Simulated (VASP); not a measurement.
Calculation: PBE0 hybrid, VASP's PBE PAW potentials (set 64) (plane waves; VASP).

The input files of a VASP run:

**KPOINTS**
```
Regular mesh
0
G
  4 4 4
```

File POSCAR:
```
CsI
1.0
  4.7748420000   0.0000000000   0.0000000000
  0.0000000000   4.7748420000   0.0000000000
  0.0000000000   0.0000000000   4.7748420000
Cs I
1 1
Direct
  0.0000000000   0.0000000000   0.0000000000
  0.5000000000   0.5000000000   0.5000000000
```

INCAR:
```
SYSTEM = CsI
PREC = Accurate; ENCUT = 180; LREAL = .False.
LASPH = .True.; ISYM = 3
EDIFF = 1E-6; NELM = 100; ALGO = Normal
LMAXMIX = 4
ISMEAR = 0; SIGMA = 0.01
GGA = PE; LHFCALC = .True.; AEXX = 0.25
HFRCUT = -1; PRECFOCK = Fast
ISIF = 2
LWAVE = .False.; LCHARG = .False.
```

POTCAR, in this order: Cs_sv I (PBE.64 set). Program: vasp_std.

Output

**OUTCAR**
```
 ion  position               nearest neighbor table
   1  0.000  0.000  0.000-
   2  0.500  0.500  0.500-
  LATTYP: Found a simple cubic cell.
 ALAT       =     4.7748420000
 Subroutine PRICEL returns:
 Original cell was already a primitive cell.
 Subroutine GETGRP returns: Found 48 space group operations
The static configuration has the point symmetry O_h .
The dynamic configuration has the point symmetry O_h .
 Subroutine INISYM returns: Found 48 space group operations
 Subroutine IBZKPT returns following result:
 Found     10 irreducible k-points:

 Following reciprocal coordinates:
            Coordinates               Weight
  0.000000  0.000000  0.000000      1.000000
  0.250000  0.000000  0.000000      6.000000
  0.500000  0.000000  0.000000      3.000000
  0.250000  0.250000  0.000000     12.000000
  0.500000  0.250000  0.000000     12.000000
  0.500000  0.500000  0.000000      3.000000
  0.250000  0.250000  0.250000      8.000000
  0.500000  0.250000  0.250000     12.000000
  0.500000  0.500000  0.250000      6.000000
...
```

**OSZICAR**
```
       N       E                     dE             d eps       ncg     rms          rms(c)
DAV:   1    -0.241282496154E+04   -0.24128E+04   -0.33859E+03   240   0.480E+02
DAV:   2    -0.247291598678E+04   -0.60091E+02   -0.55097E+02   320   0.127E+02
DAV:   3    -0.247699332092E+04   -0.40773E+01   -0.40708E+01   288   0.367E+01
DAV:   4    -0.247703756981E+04   -0.44249E-01   -0.44243E-01   280   0.468E+00
DAV:   5    -0.691162446586E+01    0.24701E+04   -0.67932E+00   240   0.168E+01    0.401E+00
DAV:   6    -0.683347239173E+01    0.78152E-01   -0.62221E-01   272   0.391E+00    0.393E+00
DAV:   7    -0.681438486896E+01    0.19088E-01   -0.12247E-01   268   0.154E+00    0.298E+00
DAV:   8    -0.681025586278E+01    0.41290E-02   -0.24876E-02   272   0.788E-01    0.189E+00
DAV:   9    -0.680867222177E+01    0.15836E-02   -0.41978E-03   284   0.369E-01    0.109E+00
DAV:  10    -0.680817173857E+01    0.50048E-03   -0.11170E-03   288   0.215E-01    0.598E-01
DAV:  11    -0.680810642339E+01    0.65315E-04   -0.42818E-04   288   0.138E-01    0.311E-01
DAV:  12    -0.680815272234E+01   -0.46299E-04   -0.18710E-04   280   0.929E-02    0.159E-01
DAV:  13    -0.680820827958E+01   -0.55557E-04   -0.89514E-05   280   0.641E-02    0.817E-02
DAV:  14    -0.680825002938E+01   -0.41750E-04   -0.44187E-05   280   0.447E-02    0.441E-02
DAV:  15    -0.680827692364E+01   -0.26894E-04   -0.21613E-05   280   0.311E-02    0.261E-02
DAV:  16    -0.680829287496E+01   -0.15951E-04   -0.10397E-05   268   0.217E-02    0.172E-02
DAV:  17    -0.680830185510E+01   -0.89801E-05   -0.49628E-06   280   0.151E-02    0.122E-02
DAV:  18    -0.680830673560E+01   -0.48805E-05   -0.23672E-06   256   0.105E-02    0.900E-03
DAV:  19    -0.680830931369E+01   -0.25781E-05   -0.10570E-06   196   0.734E-03    0.649E-03
DAV:  20    -0.680831064952E+01   -0.13358E-05   -0.66507E-07   188   0.569E-03    0.493E-03
DAV:  21    -0.680831134824E+01   -0.69872E-06   -0.29489E-07   176   0.373E-03
   1 F= -.68083113E+01 E0= -.68083113E+01  d E =-.172488E-11
```

**OUTCAR**
```
------------------------ aborting loop because EDIFF is reached ----------------------------------------
  FORCE on cell =-STRESS in cart. coord.  units (eV):
  Direction    XX          YY          ZZ          XY          YZ          ZX
  --------------------------------------------------------------------------------------
  Total       -0.8448003     -0.8448003     -0.8448003      0.0000000      0.0000000     -0.0000000
  in kB      -12.4333351    -12.4333351    -12.4333351      0.0000000      0.0000000     -0.0000000
  external PRESSURE =     -12.4333351 kB  Pullay stress =       0.0000000 kB
  volume of cell :      108.86
      direct lattice vectors                 reciprocal lattice vectors
     4.774842000  0.000000000  0.000000000     0.209431014  0.000000000  0.000000000
     0.000000000  4.774842000  0.000000000     0.000000000  0.209431014  0.000000000
     0.000000000  0.000000000  4.774842000     0.000000000  0.000000000  0.209431014
 POSITION                                       TOTAL-FORCE (eV/Angst)
 -----------------------------------------------------------------------------------
      0.00000      0.00000      0.00000         0.000000      0.000000      0.000000
      2.38742      2.38742      2.38742         0.000000      0.000000      0.000000
 -----------------------------------------------------------------------------------
    total drift:                               -0.000000     -0.000000      0.000000
  FREE ENERGIE OF THE ION-ELECTRON SYSTEM (eV)
  ---------------------------------------------------
  free  energy   TOTEN  =        -6.8083113482 eV

  energy  without entropy=       -6.8083113482  energy(sigma->0) =       -6.80831135

  exchange ACFDT corr.  =         0.00000000  see jH, gK, PRB 81, 115126
```
(Selected blocks of OUTCAR.)

File OUTCAR:
```
 val. band max:       -0.9854507727   @ k =   0.5000   0.5000   0.0000

 cond. band min:       4.1547597904   @ k =   0.0000   0.0000   0.0000


 Fermi energy:        -0.9420364231

 k-point     1 :       0.0000    0.0000    0.0000
  band No.  band energies     occupation
      1     -23.0757      2.00000
      2     -12.3845      2.00000
      3      -8.7573      2.00000
      4      -8.7573      2.00000
      5      -8.7573      2.00000
      6      -1.0961      2.00000
      7      -1.0961      2.00000
      8      -1.0961      2.00000
      9       4.1548      0.00000
     10       5.0393      0.00000
     11       5.0393      0.00000
     12       8.4276      0.00000

 k-point     2 :       0.2500    0.0000    0.0000
  band No.  band energies     occupation
      1     -23.0683      2.00000
      2     -12.3801      2.00000
      3      -8.8155      2.00000
      4      -8.7349      2.00000
      5      -8.7349      2.00000
      6      -1.7989      2.00000
      7      -1.1357      2.00000
      8      -1.1357      2.00000
      9       5.2104      0.00000
     10       5.3902      0.00000
     11       6.0574      0.00000
     12       8.3023      0.00000

 k-point     3 :       0.5000    0.0000    0.0000
  band No.  band energies     occupation
      1     -23.0608      2.00000
      2     -12.3760      2.00000
      3      -8.8703      2.00000
      4      -8.7158      2.00000
      5      -8.7158      2.00000
      6      -2.3469      2.00000
      7      -1.1773      2.00000
      8      -1.1773      2.00000
      9       6.0058      0.00000
     10       6.6734      0.00000
     11       6.9646      0.00000
     12       7.5901      0.00000

 k-point     4 :       0.2500    0.2500    0.0000
  band No.  band energies     occupation
      1     -23.0612      2.00000
      2     -12.3472      2.00000
      3      -8.8832      2.00000
      4      -8.7963      2.00000
      5      -8.7194      2.00000
      6      -1.8014      2.00000
...
```

At this cut-off the stress carries a Pulay error, which pulls relaxed volumes low. Unless said otherwise, spin-orbit coupling is left out, though it shifts the bands of the heavy elements here.

The structure comes from a computed database's CsI entry; how it stands against other phases isn't given here. The cell was not relaxed at this level. The run is one of a series of settings (ENCUT = 180 against the base run), some of them coarse on purpose.
